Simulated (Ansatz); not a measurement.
SrO: levels along high-symmetry lines

```yaml
crystal:
  lattice:
    - [4.29019, 0.00000, 0.00000]
    - [-2.14510, 3.71542, 0.00000]
    - [0.00000, 0.00000, 5.18454]
  atoms:
    - { symbol: Sr, position: [0.33333, 0.66667, 0.93799] }
    - { symbol: Sr, position: [0.66667, 0.33333, 0.43799] }
    - { symbol: O, position: [0.33333, 0.66667, 0.43801] }
    - { symbol: O, position: [0.66667, 0.33333, 0.93801] }
```

Atoms are numbered in the order listed.

The cell was built from the wurtzite type and relaxed in the same program, and has space group P6_3/mmc; it needn't be a known or the stable phase. The relaxation left the symmetry of that type.

These are results of Ansatz 0.2.0, DFT, PBE, all-electron LAPW, scalar-relativistic, not measurements.

Sampling and basis: a Γ-centred 12×12×7 k mesh, Fermi–Dirac smearing of 0.05 eV, basis error target 1 meV/atom, no spin polarisation.

Points in fractions of the reciprocal vectors of this cell: Γ (0, 0, 0), M (0.5, 0, 0), K (0.333, 0.333, 0), A (0, 0, 0.5), L (0.5, 0, 0.5), H (0.333, 0.333, 0.5). The path joins them by straight lines in the order Γ–M–K–Γ–A–L–H–A–L; legs that retrace an earlier one aren't tabulated. Energies are in eV from the top of the valence band.

Task: List the levels at M between -14 and 7.5 eV.

Result: -13.36, -13.19, -1.14, -0.83, -0.35 (×2), -0.33, -0.25, 4.30, 4.84, 5.09, 7.06.

Task: List the levels at H between -14 and 7.5 eV.

Result: -12.89 (×2), -1.55 (×2), -0.80 (×2), -0.38 (×2), 4.37 (×2).

Task: List the levels at A between -14 and 7.5 eV.

Result: -13.54 (×2), -1.20 (×2), -1.04 (×4), 4.31 (×2).

Task: What is the band gap?

Result: 2.61 eV, direct at Γ.

Kohn–Sham gaps of semilocal functionals usually fall short of measured ones.
